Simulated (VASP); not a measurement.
# BP (F-43m) in VASP: further runs

One crystal, BP, is run at these levels: LDA; tasks: relaxation of the atoms.

Everything below comes from runs of VASP 6.6.1. Logs are shortened: lines on timing, memory, paths and dates and some standing lists are left out, and cuts for length are marked.

### Step 1. The undisturbed crystal

The structure is cubic, space group F-43m (No. 216). The conventional cell has a = 4.538 Å, b = 4.538 Å, c = 4.538 Å, α = 90.00°, β = 90.00°, γ = 90.00°. Around B (site symmetry -43m) lie 4 P at 1.97 Å. P (site symmetry -43m) is surrounded by 4 B at 1.97 Å.

### Step 2. Relaxation of the atoms, LDA (a relaxed cell with its volume scaled by 0.94)

The input, INCAR:

```
SYSTEM = BP
  PREC = Accurate
  ENCUT = 600
  EDIFF = 1E-7
  ISMEAR = 0
  SIGMA = 0.03
  LREAL = .FALSE.
  LASPH = .TRUE.
  NELM = 80
  ALGO = Fast
  ISIF = 2
  LWAVE = .FALSE.
  LCHARG = .FALSE.
  IBRION = 2
  NSW = 40
  EDIFFG = -0.01
```

The input, KPOINTS:

```
Automatic mesh
0
G
  10 10 10
  0 0 0
```

The input, POSCAR:

```
BP                                      
1.0
    0.0000000000      2.1990366286      2.1990366286
    2.1990366286      0.0000000000      2.1990366286
    2.1990366286      2.1990366286      0.0000000000
  B               P             
     1     1
Direct
     0.0000000000000000    0.0000000000000000    0.0000000000000000
     0.2500000000000000    0.2500000000000000    0.2500000000000000
```

Potentials or basis: VASP PAW LDA potentials, release 64 (B, P).

Command:

```
$ cat potpaw_LDA.64/B/POTCAR potpaw_LDA.64/P/POTCAR > POTCAR
$ mpirun -np 1 vasp_std > vasp.out
```

OUTCAR:

```text
SYSTEM = BP
   PREC = Accurate
   ENCUT = 600
   EDIFF = 1E-7
   ISMEAR = 0
   LREAL = .FALSE.
   LASPH = .TRUE.
   NELM = 80
   ISIF = 2
   IBRION = 2
   NSW = 40
   EDIFFG = -0.01

 ion  position               nearest neighbor table
   1  0.000  0.000  0.000-   2 1.90   2 1.90   2 1.90   2 1.90
   2  0.250  0.250  0.250-   1 1.90   1 1.90   1 1.90   1 1.90

  LATTYP: Found a face centered cubic cell.
 ALAT       =     4.3980732572

  Lattice vectors:

 A1 = (   0.0000000000,   2.1990366286,   2.1990366286)
 A2 = (   2.1990366286,   0.0000000000,   2.1990366286)
 A3 = (   2.1990366286,   2.1990366286,   0.0000000000)

Analysis of symmetry for initial positions (statically):
=====================================================================
 Subroutine PRICEL returns:
 Original cell was already a primitive cell.

 Routine SETGRP: Setting up the symmetry group for a
 face centered cubic supercell.

 Subroutine GETGRP returns: Found 24 space group operations
 (whereof 24 operations were pure point group operations)
 out of a pool of 48 trial point group operations.

The static configuration has the point symmetry T_d .

Analysis of symmetry for dynamics (positions and initial velocities):
=====================================================================
 Subroutine PRICEL returns:
 Original cell was already a primitive cell.

 Routine SETGRP: Setting up the symmetry group for a
 face centered cubic supercell.

 Subroutine GETGRP returns: Found 24 space group operations
 (whereof 24 operations were pure point group operations)
 out of a pool of 48 trial point group operations.

The dynamic configuration has the point symmetry T_d .

 Subroutine INISYM returns: Found 24 space group operations
 (whereof 24 operations are pure point group operations),
 and found     1 'primitive' translations

----------------------------------------------------------------------------------------

                                     Primitive cell

  volume of cell :      21.2680

  direct lattice vectors                    reciprocal lattice vectors
     0.000000000  2.199036629  2.199036629    -0.227372293  0.227372293  0.227372293
     2.199036629  0.000000000  2.199036629     0.227372293 -0.227372293  0.227372293
     2.199036629  2.199036629  0.000000000     0.227372293  0.227372293 -0.227372293

  length of vectors
     3.109907424  3.109907424  3.109907424     0.393820363  0.393820363  0.393820363

  position of ions in fractional coordinates (direct lattice)
     0.000000000  0.000000000  0.000000000
     0.250000000  0.250000000  0.250000000

  ion indices of the primitive-cell ions
   primitive index   ion index
                 1           1
                 2           2

----------------------------------------------------------------------------------------

 KPOINTS: Automatic mesh

Automatic generation of k-mesh.
 Grid dimensions read from file:
 generate k-points for:   10   10   10

 Generating k-lattice:

  Cartesian coordinates                     Fractional coordinates (reciprocal lattice)
    -0.022737229  0.022737229  0.022737229     0.100000000  0.000000000  0.000000000
     0.022737229 -0.022737229  0.022737229     0.000000000  0.100000000  0.000000000
     0.022737229  0.022737229 -0.022737229     0.000000000  0.000000000  0.100000000

  Length of vectors
     0.039382036  0.039382036  0.039382036

  Shift w.r.t. Gamma in fractional coordinates (k-lattice)
     0.000000000  0.000000000  0.000000000

 Subroutine IBZKPT returns following result:
 ===========================================

 Found     47 irreducible k-points:

 Following reciprocal coordinates:
            Coordinates               Weight
  0.000000  0.000000  0.000000      1.000000
  0.100000  0.000000  0.000000      8.000000
  0.200000  0.000000  0.000000      8.000000
  0.300000  0.000000  0.000000      8.000000
  0.400000  0.000000  0.000000      8.000000
  0.500000  0.000000  0.000000      4.000000
[... 16 lines left out ...]
  0.300000  0.300000  0.000000      6.000000
  0.400000  0.300000  0.000000     24.000000
 [... further k-points ...]
   k-points           NKPTS =     47   k-points in BZ     NKDIM =     47   number of bands    NBANDS=      8
   number of dos      NEDOS =    301   number of ions     NIONS =      2
   total plane-waves  NPLWV =  21952
   dimension x,y,z NGX =    28 NGY =   28 NGZ =   28
   dimension x,y,z NGXF=    56 NGYF=   56 NGZF=   56
   ions per type =               1   1
   NGX,Y,Z   is equivalent  to a cutoff of  14.97, 14.97, 14.97 a.u.
   NGXF,Y,Z  is equivalent  to a cutoff of  29.94, 29.94, 29.94 a.u.
 SYSTEM =  BP
   PREC   = accura    normal or accurate (medium, high low for compatibility)
   ISTART =      0    job   : 0-new  1-cont  2-samecut
   ICHARG =      2    charge: 1-file 2-atom 10-const
   ISPIN  =      1    spin polarized calculation?
   LNONCOLLINEAR =      F non collinear calculations
   LSORBIT =      F    spin-orbit coupling
   LASPH  =      T    aspherical Exc in radial PAW
   ENCUT  =  600.0 eV  44.10 Ry    6.64 a.u.   6.21  6.21  6.21*2*pi/ulx,y,z
   NELM   =     80;   NELMIN=  2; NELMDL= -5     # of ELM steps
   EDIFF  = 0.1E-06   stopping-criterion for ELM
   LREAL  =      F    real-space projection
   EDIFFG = -.1E-01   stopping-criterion for IOM
   NSW    =     40    number of steps for IOM
   IBRION =      2    ionic relax: 0-MD 1-quasi-New 2-CG
   NFREE  =      1    steps in history (QN), initial steepest desc. (CG)
   ISIF   =      2    stress and relaxation
   ISYM   =      2    0-nonsym 1-usesym 2-fastsym
   POTIM  = 0.5000    time-step for ionic-motion
   TEBEG  =    0.0;   TEEND  =   0.0 temperature during run
   PSTRESS=    0.0 pullay stress
   NELECT =       8.0000    total number of electrons
   NUPDOWN=      -1.0000    fix difference up-down
   EMIN   =  10.00;   EMAX   =-10.00  energy-range for DOS
   EFERMI =   0.00;   METHOD = LEGACY
   ISMEAR =     0;   SIGMA  =   0.03  broadening in eV -4-tet -1-fermi 0-gaus
   EFERMI_NEDOS =   21; number of points for ismear=-14 and -15
   IALGO  =     68    algorithm
   IMIX   =      4    mixing-type and parameters
     AMIX     =   0.40;   BMIX     =  1.00
     AMIX_MAG =   1.60;   BMIX_MAG =  1.00
  volume/ion in A,a.u.               =      10.63        71.76
  Fermi-wavevector in a.u.,A,eV,Ry     =   1.181759  2.233201 19.001285  1.396555
  Thomas-Fermi vector in A             =   2.318027
   LORBIT       =      0    0 simple, 1 ext, 2 COOP (PROOUT), +10 PAW based schemes
   GGA     = CA    functional components
   LHFCALC =     F    Hartree Fock is set to
   AEXX    =    0.0000 exact exchange contribution
   IVDW    =     0    specifies the selected vdW correction
   LEPSILON=     F    determine dielectric tensor
   LRPA    =     F    only Hartree local field effects (RPA)
 conjugate gradient relaxation of ions
 non-spin polarized calculation
 RMM-DIIS sequential band-by-band and
 Gauss-broadening in eV      SIGMA  =   0.03
  energy-cutoff  :      600.00
  volume of cell :       21.27
 maximum number of plane-waves:       728
 NGX is ok and might be reduce to    28
   NGX = 13   NGY = 13   NGZ = 13

 number of electron       8.0000000 magnetization

 Free energy of the ion-electron system (eV)
  ---------------------------------------------------
  ext. energy  EPLUGINS =         0.00000000
  ---------------------------------------------------
  free energy    TOTEN  =       -14.35144586 eV

  energy without entropy =      -14.35144586  energy(sigma->0) =      -14.35144586

 E-fermi :   8.7084     XC(G=0): -11.4800

 val. band max:        8.5615598957   @ k =   0.0000   0.0000   0.0000
 cond. band min:       9.6383568207   @ k =   0.4000   0.4000   0.0000
 fundamental gap:      1.0767969251
 Fermi energy:         8.7084353556

 k-point     1 :       0.0000    0.0000    0.0000
  band No.  band energies     occupation
      1      -7.6785      2.00000
      2       8.5616      2.00000
      3       8.5616      2.00000
      4       8.5616      2.00000
      5      12.1044      0.00000
      6      12.1044      0.00000
      7      12.1044      0.00000
      8      17.4038      0.00000

 k-point     2 :       0.1000    0.0000    0.0000
  band No.  band energies     occupation
      1      -7.4845      2.00000
      2       7.2021      2.00000
      3       8.2452      2.00000
      4       8.2452      2.00000
      5      12.5435      0.00000
      6      12.5435      0.00000
      7      12.6201      0.00000
      8      17.8007      0.00000

 k-point     3 :       0.2000    0.0000    0.0000
  band No.  band energies     occupation
      1      -6.9083      2.00000
      2       4.7314      2.00000
      3       7.6514      2.00000
      4       7.6514      2.00000
      5      12.9818      0.00000
      6      13.2914      0.00000
      7      13.2914      0.00000
      8      18.5927      0.00000

 k-point     4 :       0.3000    0.0000    0.0000
  band No.  band energies     occupation
      1      -5.9761      2.00000
      2       2.2159      2.00000
      3       7.1373      2.00000
      4       7.1373      2.00000
      5      13.0067      0.00000
      6      13.5639      0.00000
      7      13.5639      0.00000
      8      19.0069      0.00000

 k-point     5 :       0.4000    0.0000    0.0000
  band No.  band energies     occupation
      1      -4.7889      2.00000
      2       0.0215      2.00000
      3       6.8139      2.00000
      4       6.8139      2.00000
      5      12.9541      0.00000
      6      13.4160      0.00000
      7      13.4160      0.00000
      8      18.9185      0.00000
[... 177 lines left out ...]
 k-point    22 :      -0.2000    0.2000    0.0000
  band No.  band energies     occupation
      1      -5.6614      2.00000
      2       3.1309      2.00000
      3       4.0331      2.00000
      4       7.2527      2.00000
      5      13.2198      0.00000
      6      14.1105      0.00000
      7      15.3265      0.00000
      8      17.4960      0.00000

 k-point    23 :       0.3000    0.3000    0.0000
  band No.  band energies     occupation
      1      -5.3951      2.00000
      2       3.7097      2.00000
      3       5.0770      2.00000
      4       5.0770      2.00000
      5       9.9827      0.00000
      6      12.3431      0.00000
      7      17.9688      0.00000
      8      17.9688      0.00000

 k-point    24 :       0.4000    0.3000    0.0000
  band No.  band energies     occupation
      1      -4.4947      2.00000
      2       2.2748      2.00000
      3       4.1685      2.00000
      4       4.7628      2.00000
      5      10.2622      0.00000
      6      12.0824      0.00000
      7      18.5883      0.00000
      8      18.6848      0.00000

 [... further k-points ...]

------------------------ aborting loop because EDIFF is reached ----------------------------------------

  FORCE on cell =-STRESS in cart. coord.  units (eV):
  Direction    XX          YY          ZZ          XY          YZ          ZX
  --------------------------------------------------------------------------------------
  -------------------------------------------------------------------------------------
  Total        1.6143076      1.6143076      1.6143076      0.0000000     -0.0000000      0.0000000
  in kB      121.6100588    121.6100588    121.6100588      0.0000000     -0.0000000      0.0000000
  external PRESSURE =     121.6100588 kB  Pullay stress =       0.0000000 kB

 VOLUME and BASIS-vectors are now :
 -----------------------------------------------------------------------------
  energy-cutoff  :      600.00
  volume of cell :       21.27
      direct lattice vectors                 reciprocal lattice vectors
     0.000000000  2.199036629  2.199036629    -0.227372293  0.227372293  0.227372293
     2.199036629  0.000000000  2.199036629     0.227372293 -0.227372293  0.227372293
     2.199036629  2.199036629  0.000000000     0.227372293  0.227372293 -0.227372293

 POSITION                                       TOTAL-FORCE (eV/Angst)
 -----------------------------------------------------------------------------------
      0.00000      0.00000      0.00000        -0.000000     -0.000000     -0.000000
      1.09952      1.09952      1.09952         0.000000      0.000000      0.000000
 -----------------------------------------------------------------------------------
    total drift:                               -0.000000     -0.000000     -0.000000

  FREE ENERGIE OF THE ION-ELECTRON SYSTEM (eV)
  ---------------------------------------------------
  free  energy   TOTEN  =       -14.3514458572 eV

  energy  without entropy=      -14.3514458572  energy(sigma->0) =      -14.35144586

 reached required accuracy - stopping structural energy minimisation
```

It used 7.6 s of CPU time on 1 thread of Intel(R) Xeon(R) Platinum 8559C (Emerald Rapids), on a shared host, which was overloaded at the time.

What came out:

| Quantity | Value |
| --- | --- |
| Free energy | -14.3514 eV |
| Pressure after relaxing | 12.2 GPa |
| Band gap on the k mesh | 1.08 eV, indirect (least direct gap 3.54 eV) |

Final structure:
```xyz
2
Lattice="0.0000 2.1990 2.1990 2.1990 0.0000 2.1990 2.1990 2.1990 0.0000" Properties=species:S:1:pos:R:3 pbc="T T T"
B     0.0000    0.0000    0.0000
P     1.0995    1.0995    1.0995
```

Caveat: the relaxation stopped at its first step, so nothing moved. A k mesh can miss the band edges.

[end of part 1 of 2]
